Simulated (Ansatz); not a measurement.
Runs of Ansatz 0.2.0 on KTaO3. Symmetry: Pm-3m, No. 221, cubic system. The conventional cell has a = 3.988 Å, b = 3.988 Å, c = 3.988 Å, α = 90.00°, β = 90.00°, γ = 90.00°. Ta (site symmetry m-3m) has 6 O at 1.99 Å as nearest neighbours. Around K (site symmetry m-3m) lie 12 O at 2.82 Å. O (site symmetry 4/mmm) has 2 Ta at 1.99 Å as nearest neighbours. 

```csv
task,level,potentials or basis,cell,cutoff (eV),points for each segment of the path,gap on the mesh (eV),pressure (GPa),V0 of scaled cells (Å³/atom),relaxed volume (Å³/atom),B0 (GPa)
equation of state,PBEsol+D4,Ansatz PAW,as given,420,-,-,-,(c),-,206
band structure,PBE,PseudoDojo stringent (PBE files),as given,1796,14,2.30,4.9,-,-,-
equation of state,LDA,Ansatz PAW,as given,420,-,-,-,(b),-,(a)
relaxation of cell and atoms,BLYP+D4,Ansatz PAW,relaxed,420,-,2.24,0.0,-,13.09,-
relaxation of cell and atoms,BPBE,Ansatz PAW,relaxed,420,-,2.21,0.0,-,13.03,-
```

Alike in all rows: no spin polarisation; k mesh 7 × 7 × 7; smearing fermi-dirac 0.05 eV.

Task: Estimate the missing entries.

Result: (a) 219; (b) 12.34; (c) 12.58.

Caveats: spin-orbit coupling is left out, which moves the levels of the heavy elements (some runs); odd divisions of the mesh miss points on the zone boundary, where band edges often lie, so the gap on the mesh can be too wide (some runs); the plane-wave basis is chosen anew once the cell has moved, so the energies of steps on either side of that aren't comparable (some runs); the PAW data sets come from PBE, with cores solved anew for the run's functional, which leaves a small shift of forces and pressure (some runs); the k mesh misses the band edges, so the gap on the mesh is wider than the one along the path (some runs).

A k mesh can miss the band edges, and the runs leave out spin-orbit coupling on Ta.

The runs don't all hold the same shells in valence.
